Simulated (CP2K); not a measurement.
**Ge in CP2K: the effect of functional**

The system is Ge.

```
Ge
1.0
     2.71047    0.00000    0.00000
     0.00000    2.71047    0.00000
     0.00000    0.00000    2.71047
Ge
1
Direct
  0.00000 0.00000 0.00000
```

The cell was built by a generator and needn't be a form met in nature.

Alike in all runs:

```yaml
Program: CP2K 2026.2
Potentials_or_basis: POTENTIAL_UZH Ge GTH-PBE-q4; TZVP-MOLOPT-PBE-GTH basis
Density_cutoff: 9184 eV
k_mesh: 10 × 10 × 10
Occupations: fermi-dirac, width 0.05 eV
Spin: no spin polarisation
```

| functional | pressure (GPa) |
| --- | --- |
| LDA | -0.3 |
| PBEsol | -0.6 |
| rev-vdW-DF2 | ? |
| WC | -0.3 |
| optB88-vdW | 3.1 |
| M06-L | -5.5 |

Task: What does the run with functional rev-vdW-DF2 give?

Result: Pressure 1.7 GPa.

Caveats: the potentials were made for another functional, which shifts forces and pressure; the basis of atomic orbitals isn't converged, which shifts pressures, moduli and gaps.

Runs at the PBE level aren't shown here.
